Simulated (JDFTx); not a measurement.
A run of JDFTx 1.7.0 (patched build) is set up as follows.

The input KCl.in:

```
include KCl.lattice
coords-type Lattice
include KCl.ionpos

ion-species pseudo/K.upf
ion-species pseudo/Cl.upf
elec-cutoff 40 320
elec-ex-corr mgga-x-task lda-c-pw
kpoint-folding 6 6 6
elec-smearing Fermi 0.0018374661
elec-n-bands 14
electronic-SCF nIterations 100 energyDiffThreshold 1e-09
electronic-minimize nIterations 30 energyDiffThreshold 1e-7
converge-empty-states yes
forces-output-coords Cartesian

dump-name run.$VAR
dump End Ecomponents EigStats BandEigs Kpoints Forces Stress ElecDensity KEdensity
```

Contents of KCl.lattice:

```
lattice \
    0.0000000000     5.9459665594     5.9459665594 \
    5.9459665594     0.0000000000     5.9459665594 \
    5.9459665594     5.9459665594     0.0000000000
```

KCl.ionpos

```
ion K      0.0000000000     0.0000000000     0.0000000000 1
ion Cl     0.5000000000     0.5000000000     0.5000000000 1
```

Potentials or basis: SG15-PBE-1.2.

Run with:

```bash
$ jdftx -c 1 -i KCl.in -o KCl.out
```

Problem. Predict the pressure.

Solution. 6.5 GPa.

Problem. Estimate the band gap on the k mesh.

Solution. 8.49 eV, direct.

Caveat: the empty levels aren't tightly converged; the potentials were made for another functional, which shifts forces and pressure.

**What was measured.**

From a printed reference work, monograph, for a bulk crystal of KCl: band gap 8.68 eV.

Measured gap of KCl: 8.68 eV (a printed reference work, monograph). This calculation gives 8.49 eV (-0.19 eV). The value is that of TASK, without temperature or zero-point motion.
